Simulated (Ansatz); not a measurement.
Runs of Ansatz 0.2.0 on MnS. Symmetry: P6_3mc, No. 186, hexagonal system. The conventional cell has a = 3.954 Å, b = 3.954 Å, c = 6.343 Å, α = 90.00°, β = 90.00°, γ = 120.00°. Around Mn (site symmetry 3m) lie 4 S at 2.36 to 2.42 Å. S (site symmetry 3m) is surrounded by 4 Mn at 2.36 to 2.42 Å. The cell is a database's computed one.

| spin | k mesh | gap on the mesh (eV) | pressure (GPa) | moment (μB) | largest force (eV/Å) |
| --- | --- | --- | --- | --- | --- |
| collinear, random start | 8 × 8 × 4 | 0.77 | -3.7 | 0.00 | 0.18 |
| collinear, antiferromagnetic start | 8 × 8 × 4 | 0.77 | -3.7 | 0.00 | 0.18 |
| non-collinear, random start | 6 × 6 × 3 | (a) | -3.7 | 0.00 | 0.18 |
| off | 8 × 8 × 4 | none | -23.4 | - | 0.08 |
| collinear, ferrimagnetic start | 8 × 8 × 4 | 0.77 | -3.7 | 0.00 | 0.18 |

Alike in all rows: task single point; level PBEsol; potentials or basis Ansatz PAW; cell as given; cutoff (eV) 420; smearing fermi-dirac 0.05 eV.

Problem. Fill in the values left out.

Solution. (a) 0.73.

Caveats: the PAW data sets come from PBE, with cores solved anew for the run's functional, which leaves a small shift of forces and pressure; odd divisions of the mesh miss points on the zone boundary, where band edges often lie, so the gap on the mesh can be too wide (some runs); the starting moments weren't kept (some runs); semilocal functionals often make such compounds metallic where correlation or magnetic order opens a gap, which also shifts bond lengths (some runs).

A k mesh can miss the band edges.

A gap of «none» marks a metal or a gap under the smearing width.
